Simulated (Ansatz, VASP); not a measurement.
# Tc: VASP beside Ansatz

File POSCAR:

```
Tc
1.0
    0.0000000000      1.9139175003      1.9139175003
    1.9139175003      0.0000000000      1.9139175003
    1.9139175003      1.9139175003      0.0000000000
Tc
1
Direct
    0.0000000000      0.0000000000      0.0000000000
```

File INCAR.step1:

```
SYSTEM = Tc
PREC = Accurate
ENCUT = 520
ISMEAR = 0
SIGMA = 0.05
LREAL = .False.
LASPH = .True.
NELM = 100
NBANDS = 12
GGA = PE
ALGO = Normal
EDIFF = 1E-4
LWAVE = .True.
LCHARG = .False.
```

INCAR.step2

```
SYSTEM = Tc
PREC = Accurate
ENCUT = 520
EDIFF = 1E-7
ISMEAR = 0
SIGMA = 0.05
LREAL = .False.
LASPH = .True.
NELM = 100
ALGO = Normal
ISIF = 2
LWAVE = .False.
LCHARG = .False.
METAGGA = R2SCAN
LMIXTAU = .True.
NBANDS = 12
ISTART = 1
```

File KPOINTS:

```
Automatic mesh
0
Gamma
  18 18 18
  0 0 0
```

Input for Ansatz:

```yaml
crystal:
  lattice:
    - [0.0, 1.9139175003, 1.9139175003]
    - [1.9139175003, 0.0, 1.9139175003]
    - [1.9139175003, 1.9139175003, 0.0]
  atoms:
    - { symbol: Tc, position: [0.0, 0.0, 0.0] }
basis:
  ecutwfc: 600
  ecutrho_ratio: 5
kpoints:
  mp_grid: { grid: [18, 18, 18] }
hamiltonian:
  xc: r2scan
scf:
  occupations: { method: gaussian, width: 0.05 }
output:
  forces: true
  stress: true
  eigenvalues: true
```

Alike in both runs: task single point; functional r2SCAN; k mesh 18 × 18 × 18; occupations gaussian, width 0.05 eV; no spin polarisation.

|  | VASP | Ansatz |
| --- | --- | --- |
| version | VASP 6.6.1 | Ansatz 0.2.0 |
| potentials or method | VASP PAW PBE potentials, release 64 (Tc_pv) | scalar-relativistic, plane waves, PAW |
| plane-wave cutoff (eV) | 520 | 600 |
| valence electrons in the cell | 13 | 15 |

```tsv
	VASP	Ansatz	Ansatz less VASP
pressure (GPa)	6.6	6.1	-0.54
```

The functional is the same, so the differences come from potentials, cutoffs and numerics. The two sets of potentials don't hold the same shells in valence.

Caveats: the PAW data sets were made with another functional, which shifts forces and pressure a little (VASP).
